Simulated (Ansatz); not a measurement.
# Ce (Im-3m) in Ansatz: equation of state

Aim: energy against volume of Ce in PBE, for its equilibrium volume and stiffness.

All numbers are computed with Ansatz 0.2.0; they aren't measurements. Logs are shortened: lines on timing, memory, paths and dates and some standing lists are left out, and cuts for length are marked.

## 1. The structure

It takes space group Im-3m (No. 229, cubic). The conventional cell has a = 3.887 Å, b = 3.887 Å, c = 3.887 Å, α = 90.00°, β = 90.00°, γ = 90.00°. Ce (site symmetry m-3m) is surrounded by 8 Ce at 3.37 Å.

This isn't the form of Ce at room conditions, which is fcc.

## 2. Equation of state, PBE, collinear spin, ferromagnetic start

Potentials or basis: all-electron LAPW, scalar-relativistic.

No new run: the results of the series are fitted here.

Results:

```
Equilibrium volume : outside the volumes run
```

Energy against volume, from the lowest point:
| volume (Å³/atom) | energy (meV/atom) |
| --- | --- |
| 27.593 | 0.00 |
| 28.181 | 2.71 |
| 28.768 | 5.94 |
| 29.355 | 8.60 |
| 29.942 | 11.21 |
| 30.529 | 14.18 |
| 31.116 | 17.95 |

Caveat: the starting moments weren't kept. The state reached can hang on the start; a lower one may exist.
